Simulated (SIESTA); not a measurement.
The system is GaN.

```
Ga N
1.0
     3.21154    0.00000    0.00000
    -1.60577    2.78127    0.00000
     0.00000    0.00000   10.35684
Ga N
4 4
Direct
  0.00000 0.00000 0.78587
  0.66667 0.33333 0.03735
  0.33333 0.66667 0.53735
  0.00000 0.00000 0.28587
  0.00000 0.00000 0.09304
  0.66667 0.33333 0.34375
  0.00000 0.00000 0.59304
  0.33333 0.66667 0.84374
```

The cell is a database's computed one.

Base run:

* Program: SIESTA 5.4.2
* Functional: PBE
* Potentials or basis: PseudoDojo 0.4 standard (PBE files)
* Basis: TZDP (energy shift 0.002 Ry; radii capped at 9.5 bohr)
* Grid cutoff: 800 Ry
* Energy shift: 0.002 Ry
* k mesh: 10 × 10 × 3
* Occupations: fermi-dirac, width 0.05 eV
* Spin: no spin polarisation

Its results: band gap on the k mesh 0.79 eV, direct; pressure 3.1 GPa; largest force 0.535 eV/Å.

The run is repeated on the same cell with these changes: potentials or basis from PseudoDojo 0.4 standard (PBE files) to SG15 1.2 (PBE files) or PseudoDojo by element; basis from TZDP (energy shift 0.002 Ry; radii capped at 9.5 bohr) to DZP (energy shift 0.002 Ry). What comes out?

Band gap on the k mesh 0.74 eV, direct; pressure 2.9 GPa; largest force 0.605 eV/Å.

Caveats: semicore shells carry a single zeta, which can move pressures by several GPa and volumes by a few percent; the basis of atomic orbitals isn't converged, which shifts pressures, moduli and gaps.

Not every run made on this cell is shown here.
